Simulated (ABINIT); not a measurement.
Crystal: ZnO (zincite).

```
CELL_PARAMETERS angstrom
3.24931 0.00000 0.00000
-1.62465 2.81398 0.00000
0.00000 0.00000 5.20571
ATOMIC_POSITIONS crystal
Zn 0.66667 0.33333 0.00000
Zn 0.33333 0.66667 0.50000
O 0.33333 0.66667 0.87901
O 0.66667 0.33333 0.37901
```

| Quantity | Value |
| --- | --- |
| Program | ABINIT 10.8.3 (patched build) |
| Task | relaxation of cell and atoms |
| Functional | PBE |
| Potentials or basis | JTH PAW PBE v2.0 |
| Cutoff | 626 eV |
| k mesh | 7 × 7 × 4 |
| Occupations | fermi-dirac, width 0.05 eV |
| Spin | no spin polarisation |

At the start: pressure 4.6 GPa; volume 11.90 Å³/atom.

Problem. How do energy, volume and symmetry change on relaxing?

Solution. Over 6 steps the energy falls by 5.9 meV/atom and the volume is 12.31 Å³/atom (+3.5 %); space group P6_3mc (No. 186, to 0.05 Å).

Step by step:
```
step  energy change (eV)  largest force (eV/Å)  pressure (GPa)  volume (Å³)
   1              0.0000                0.0717            4.62        47.60
   2             -0.0051                0.0524            4.06        47.77
   3             -0.0229                0.0462            0.47        49.02
   4             -0.0231                0.0444            0.15        49.14
   5             -0.0234                0.0324           -0.05        49.21
   6             -0.0237                0.0120           -0.12        49.24
```

Final structure:
```
Zn O
1.0
     3.28233    0.00000    0.00000
    -1.64116    2.84258    0.00000
     0.00000    0.00000    5.27754
Zn O
2 2
Direct
  0.66667 0.33333 0.99926
  0.33333 0.66667 0.49926
  0.33333 0.66667 0.87975
  0.66667 0.33333 0.37975
```

Caveat: the log and the count of SCF iterations are those of the last ABINIT call alone.
